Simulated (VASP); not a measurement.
# YN (Fm-3m) in VASP: band structure with PBE+D3(BJ)

Aim: the band structure of YN with PBE+D3(BJ).

Program: VASP 6.6.1. These are calculated values, not measurements. Logs are shortened: lines on timing, memory, paths and dates and some standing lists are left out, and cuts for length are marked.

## (1) Starting point

It takes space group Fm-3m (No. 225, cubic). Conventional cell: a = 4.866 Å, b = 4.866 Å, c = 4.866 Å, α = 90.00°, β = 90.00°, γ = 90.00°. Around Y (site symmetry m-3m) lie 6 N at 2.43 Å. N (site symmetry m-3m) has 6 Y at 2.43 Å as nearest neighbours.

The cell was built by a generator and needn't be a form met in nature.

## (2) Band structure, PBE+D3(BJ)

The input, INCAR:

```
PREC = Accurate
ENCUT = 520
EDIFF = 1E-7
ISMEAR = 0
SIGMA = 0.02
LREAL = False
LASPH = True
NELM = 100
ALGO = Normal
ISIF = 2
LWAVE = False
LCHARG = False
LMAXMIX = 4
GGA = PE
IVDW = 12
```

The input, KPOINTS:

```
regular mesh
0
Gamma
  10 10 10
```

The input, POSCAR:

```
YN                                      
1.0
    0.0000000000      2.4331462848      2.4331462848
    2.4331462848     -0.0000000000      2.4331462848
    2.4331462848      2.4331462848      0.0000000000
  Y               N             
     1     1
Direct
     0.0000000000000000    0.0000000000000000    0.0000000000000000
     0.5000000000000000    0.5000000000000000    0.5000000000000000
```

The input, KPOINTS_OPT:

```
path GXWKGLUWLK,UX
15
line-mode
reciprocal
 0.0000000000  0.0000000000  0.0000000000  G
 0.5000000000  0.0000000000  0.5000000000  X

 0.5000000000  0.0000000000  0.5000000000  X
 0.5000000000  0.2500000000  0.7500000000  W

 0.5000000000  0.2500000000  0.7500000000  W
 0.3750000000  0.3750000000  0.7500000000  K

 0.3750000000  0.3750000000  0.7500000000  K
 0.0000000000  0.0000000000  0.0000000000  G

 0.0000000000  0.0000000000  0.0000000000  G
 0.5000000000  0.5000000000  0.5000000000  L

 0.5000000000  0.5000000000  0.5000000000  L
 0.6250000000  0.2500000000  0.6250000000  U

 0.6250000000  0.2500000000  0.6250000000  U
 0.5000000000  0.2500000000  0.7500000000  W

 0.5000000000  0.2500000000  0.7500000000  W
 0.5000000000  0.5000000000  0.5000000000  L

 0.5000000000  0.5000000000  0.5000000000  L
 0.3750000000  0.3750000000  0.7500000000  K

 0.6250000000  0.2500000000  0.6250000000  U
 0.5000000000  0.0000000000  0.5000000000  X
```

Potentials or basis: VASP PAW PBE potentials, release 64 (Y_sv, N).

Started as:

```
cat potpaw_PBE.64/Y_sv/POTCAR potpaw_PBE.64/N/POTCAR > POTCAR
mpirun -np 1 vasp_std > vasp.out
```

OUTCAR:

```text
PREC = Accurate
   ENCUT = 520
   EDIFF = 1E-7
   ISMEAR = 0
   LREAL = False
   LASPH = True
   NELM = 100
   ISIF = 2
   GGA = PE
   IVDW = 12
 IVDW          = 12

 ion  position               nearest neighbor table
   1  0.000  0.000  0.000-   2 2.43   2 2.43   2 2.43   2 2.43   2 2.43   2 2.43
   2  0.500  0.500  0.500-   1 2.43   1 2.43   1 2.43   1 2.43   1 2.43   1 2.43

  LATTYP: Found a face centered cubic cell.
 ALAT       =     4.8662925696

  Lattice vectors:

 A1 = (   0.0000000000,   2.4331462848,   2.4331462848)
 A2 = (   2.4331462848,   0.0000000000,   2.4331462848)
 A3 = (   2.4331462848,   2.4331462848,   0.0000000000)

Analysis of symmetry for initial positions (statically):
=====================================================================
 Subroutine PRICEL returns:
 Original cell was already a primitive cell.

 Routine SETGRP: Setting up the symmetry group for a
 face centered cubic supercell.

 Subroutine GETGRP returns: Found 48 space group operations
 (whereof 48 operations were pure point group operations)
 out of a pool of 48 trial point group operations.

The static configuration has the point symmetry O_h .

Analysis of symmetry for dynamics (positions and initial velocities):
=====================================================================
 Subroutine PRICEL returns:
 Original cell was already a primitive cell.

 Routine SETGRP: Setting up the symmetry group for a
 face centered cubic supercell.

 Subroutine GETGRP returns: Found 48 space group operations
 (whereof 48 operations were pure point group operations)
 out of a pool of 48 trial point group operations.

The dynamic configuration has the point symmetry O_h .

 Subroutine INISYM returns: Found 48 space group operations
 (whereof 48 operations are pure point group operations),
 and found     1 'primitive' translations

----------------------------------------------------------------------------------------

                                     Primitive cell

  volume of cell :      28.8094

  direct lattice vectors                    reciprocal lattice vectors
     0.000000000  2.433146285  2.433146285    -0.205495248  0.205495248  0.205495248
     2.433146285  0.000000000  2.433146285     0.205495248 -0.205495248  0.205495248
     2.433146285  2.433146285  0.000000000     0.205495248  0.205495248 -0.205495248

  length of vectors
     3.440988475  3.440988475  3.440988475     0.355928211  0.355928211  0.355928211

  position of ions in fractional coordinates (direct lattice)
     0.000000000  0.000000000  0.000000000
     0.500000000  0.500000000  0.500000000

  ion indices of the primitive-cell ions
   primitive index   ion index
                 1           1
                 2           2

----------------------------------------------------------------------------------------

 KPOINTS: regular mesh

Automatic generation of k-mesh.
 Grid dimensions read from file:
 generate k-points for:   10   10   10

 Generating k-lattice:

  Cartesian coordinates                     Fractional coordinates (reciprocal lattice)
    -0.020549525  0.020549525  0.020549525     0.100000000  0.000000000  0.000000000
     0.020549525 -0.020549525  0.020549525     0.000000000  0.100000000  0.000000000
     0.020549525  0.020549525 -0.020549525     0.000000000  0.000000000  0.100000000

  Length of vectors
     0.035592821  0.035592821  0.035592821

  Shift w.r.t. Gamma in fractional coordinates (k-lattice)
     0.000000000  0.000000000  0.000000000

 Subroutine IBZKPT returns following result:
 ===========================================

 Found     47 irreducible k-points:

 Following reciprocal coordinates:
            Coordinates               Weight
  0.000000  0.000000  0.000000      1.000000
  0.100000  0.000000  0.000000      8.000000
  0.200000  0.000000  0.000000      8.000000
  0.300000  0.000000  0.000000      8.000000
  0.400000  0.000000  0.000000      8.000000
  0.500000  0.000000  0.000000      4.000000
[... 16 lines left out ...]
  0.300000  0.300000  0.000000      6.000000
  0.400000  0.300000  0.000000     24.000000
 [... further k-points ...]
   k-points           NKPTS =     47   k-points in BZ     NKDIM =     47   number of bands    NBANDS=     12
   number of dos      NEDOS =    301   number of ions     NIONS =      2
   total plane-waves  NPLWV =  21952
   dimension x,y,z NGX =    28 NGY =   28 NGZ =   28
   dimension x,y,z NGXF=    56 NGYF=   56 NGZF=   56
   ions per type =               1   1
   NGX,Y,Z   is equivalent  to a cutoff of  13.53, 13.53, 13.53 a.u.
   NGXF,Y,Z  is equivalent  to a cutoff of  27.06, 27.06, 27.06 a.u.
 SYSTEM =  unknown system
   PREC   = accura    normal or accurate (medium, high low for compatibility)
   ISTART =      0    job   : 0-new  1-cont  2-samecut
   ICHARG =      2    charge: 1-file 2-atom 10-const
   ISPIN  =      1    spin polarized calculation?
   LNONCOLLINEAR =      F non collinear calculations
   LSORBIT =      F    spin-orbit coupling
   LASPH  =      T    aspherical Exc in radial PAW
   ENCUT  =  520.0 eV  38.22 Ry    6.18 a.u.   6.40  6.40  6.40*2*pi/ulx,y,z
   NELM   =    100;   NELMIN=  2; NELMDL= -5     # of ELM steps
   EDIFF  = 0.1E-06   stopping-criterion for ELM
   LREAL  =      F    real-space projection
   EDIFFG = 0.1E-05   stopping-criterion for IOM
   NSW    =      0    number of steps for IOM
   IBRION =     -1    ionic relax: 0-MD 1-quasi-New 2-CG
   NFREE  =      0    steps in history (QN), initial steepest desc. (CG)
   ISIF   =      2    stress and relaxation
   ISYM   =      2    0-nonsym 1-usesym 2-fastsym
   POTIM  = 0.5000    time-step for ionic-motion
   TEBEG  =    0.0;   TEEND  =   0.0 temperature during run
   PSTRESS=    0.0 pullay stress
   NELECT =      16.0000    total number of electrons
   NUPDOWN=      -1.0000    fix difference up-down
   EMIN   =  10.00;   EMAX   =-10.00  energy-range for DOS
   EFERMI =   0.00;   METHOD = LEGACY
   ISMEAR =     0;   SIGMA  =   0.02  broadening in eV -4-tet -1-fermi 0-gaus
   EFERMI_NEDOS =   21; number of points for ismear=-14 and -15
   IALGO  =     38    algorithm
   IMIX   =      4    mixing-type and parameters
     AMIX     =   0.40;   BMIX     =  1.00
     AMIX_MAG =   1.60;   BMIX_MAG =  1.00
  volume/ion in A,a.u.               =      14.40        97.21
  Fermi-wavevector in a.u.,A,eV,Ry     =   1.345664  2.542936 24.637584  1.810811
  Thomas-Fermi vector in A             =   2.473559
   LORBIT       =      0    0 simple, 1 ext, 2 COOP (PROOUT), +10 PAW based schemes
   GGA     = PE    functional components
   LHFCALC =     F    Hartree Fock is set to
   AEXX    =    0.0000 exact exchange contribution
   IVDW    =    12    specifies the selected vdW correction
   LEPSILON=     F    determine dielectric tensor
   LRPA    =     F    only Hartree local field effects (RPA)
 non-spin polarized calculation
 Gauss-broadening in eV      SIGMA  =   0.02
  energy-cutoff  :      520.00
  volume of cell :       28.81
 maximum number of plane-waves:       794
 NGX is ok and might be reduce to    28
   NGX = 13   NGY = 13   NGZ = 13

 number of electron      16.0000002 magnetization

 Free energy of the ion-electron system (eV)
  ---------------------------------------------------
  ext. energy  EPLUGINS =         0.00000000
  ---------------------------------------------------
  free energy    TOTEN  =       -18.22023454 eV

  energy without entropy =      -18.22023454  energy(sigma->0) =      -18.22023454

 E-fermi :   4.3230     XC(G=0): -11.3139

 val. band max:        4.2375024497   @ k =   0.0000   0.0000   0.0000
 cond. band min:       4.4016277013   @ k =   0.5000   0.5000   0.0000
 fundamental gap:      0.1641252516
 Fermi energy:         4.3230188071

 k-point     1 :       0.0000    0.0000    0.0000
  band No.  band energies     occupation
      1     -36.5341      2.00000
      2     -16.1653      2.00000
      3     -16.1653      2.00000
      4     -16.1653      2.00000
      5      -8.7121      2.00000
      6       4.2375      2.00000
      7       4.2375      2.00000
      8       4.2375      2.00000
      9       7.3999      0.00000
     10       7.3999      0.00000
     11       7.3999      0.00000
     12       8.5195      0.00000

 k-point     2 :       0.1000    0.0000    0.0000
  band No.  band energies     occupation
      1     -36.5222      2.00000
      2     -16.2964      2.00000
      3     -16.1738      2.00000
      4     -16.1738      2.00000
      5      -8.5309      2.00000
      6       3.6103      2.00000
      7       3.8916      2.00000
      8       3.8916      2.00000
      9       7.4787      0.00000
     10       7.6490      0.00000
     11       7.6490      0.00000
     12       9.0968      0.00000

 k-point     3 :       0.2000    0.0000    0.0000
  band No.  band energies     occupation
      1     -36.4907      2.00000
      2     -16.6171      2.00000
      3     -16.1958      2.00000
      4     -16.1958      2.00000
      5      -8.0702      2.00000
      6       2.3964      2.00000
      7       3.1922      2.00000
      8       3.1922      2.00000
      9       7.7074      0.00000
     10       8.3112      0.00000
     11       8.3112      0.00000
     12      10.3125      0.00000
[... 286 lines left out ...]
 k-point    23 :       0.3000    0.3000    0.0000
  band No.  band energies     occupation
      1     -36.4248      2.00000
      2     -16.8400      2.00000
      3     -16.3897      2.00000
      4     -16.3897      2.00000
      5      -7.9453      2.00000
      6       1.6266      2.00000
      7       3.7311      2.00000
      8       3.7311      2.00000
      9       5.1665      0.00000
     10      10.3375      0.00000
     11      10.4687      0.00000
     12      10.9441      0.00000

 k-point    24 :       0.4000    0.3000    0.0000
  band No.  band energies     occupation
      1     -36.3997      2.00000
      2     -16.9547      2.00000
      3     -16.4593      2.00000
      4     -16.4241      2.00000
      5      -7.9349      2.00000
      6       1.8426      2.00000
      7       3.2764      2.00000
      8       3.5456      2.00000
      9       5.3757      0.00000
     10      11.0025      0.00000
     11      11.1226      0.00000
     12      11.5106      0.00000

 [... further k-points ...]

------------------------ aborting loop because EDIFF is reached ----------------------------------------

 Edisp (eV)   -0.65645

 E8    (eV) :    -0.3054

  FORCE on cell =-STRESS in cart. coord.  units (eV):
  Direction    XX          YY          ZZ          XY          YZ          ZX
  --------------------------------------------------------------------------------------
  -------------------------------------------------------------------------------------
  Total       0.01831     0.01831     0.01831     0.00000     0.00000     0.00000
  in kB       1.01818     1.01818     1.01818     0.00000     0.00000     0.00000
  external pressure =        1.02 kB  Pullay stress =        0.00 kB

 VOLUME and BASIS-vectors are now :
 -----------------------------------------------------------------------------
  energy-cutoff  :      520.00
  volume of cell :       28.81
      direct lattice vectors                 reciprocal lattice vectors
     0.000000000  2.433146285  2.433146285    -0.205495248  0.205495248  0.205495248
     2.433146285  0.000000000  2.433146285     0.205495248 -0.205495248  0.205495248
     2.433146285  2.433146285  0.000000000     0.205495248  0.205495248 -0.205495248

 POSITION                                       TOTAL-FORCE (eV/Angst)
 -----------------------------------------------------------------------------------
      0.00000      0.00000      0.00000         0.000000     -0.000000     -0.000000
      2.43315      2.43315      2.43315         0.000000      0.000000      0.000000
 -----------------------------------------------------------------------------------
    total drift:                                0.000000      0.000000      0.000000

  FREE ENERGIE OF THE ION-ELECTRON SYSTEM (eV)
  ---------------------------------------------------
  free  energy   TOTEN  =       -18.8766855698 eV

  energy  without entropy=      -18.8766855698  energy(sigma->0) =      -18.87668557
```

Wall time 25 s (1 thread of Intel Xeon 6975P-C (Granite Rapids), shared host); peak memory 0.19 GiB.

Results:

* Free energy: -18.8767 eV
* Pressure: 0.1 GPa
* Band gap on the k mesh: 0.16 eV, indirect (least direct gap 0.54 eV)
* Band gap along the path: 0.16 eV, indirect (least direct gap 0.54 eV)
* Dispersion energy per atom: -0.328 eV

Levels at the corners of the path, in eV from the valence-band top:
```
point  band 6  band 7  band 8  band 9  band 10  band 11
    Γ    0.00    0.00    0.00    3.16     3.16     3.16
    X   -1.47   -0.38   -0.38    0.16     6.94     7.37
    X   -1.47   -0.38   -0.38    0.16     6.94     7.37
    W   -2.18   -1.53   -1.53    4.04     4.04     7.43
    W   -2.18   -1.53   -1.53    4.04     4.04     7.43
    K   -2.20   -1.57   -1.32    2.47     6.33     7.13
    K   -2.20   -1.57   -1.32    2.47     6.33     7.13
    Γ    0.00    0.00    0.00    3.16     3.16     3.16
    Γ    0.00    0.00    0.00    3.16     3.16     3.16
    L   -4.12   -2.28   -2.28    5.77     6.46     6.46
    L   -4.12   -2.28   -2.28    5.77     6.46     6.46
    U   -2.20   -1.57   -1.32    2.47     6.33     7.13
    U   -2.20   -1.57   -1.32    2.47     6.33     7.13
    W   -2.18   -1.53   -1.53    4.04     4.04     7.43
    W   -2.18   -1.53   -1.53    4.04     4.04     7.43
    L   -4.12   -2.28   -2.28    5.77     6.46     6.46
    L   -4.12   -2.28   -2.28    5.77     6.46     6.46
    K   -2.20   -1.57   -1.32    2.47     6.33     7.13
    U   -2.20   -1.57   -1.32    2.47     6.33     7.13
    X   -1.47   -0.38   -0.38    0.16     6.94     7.37
```
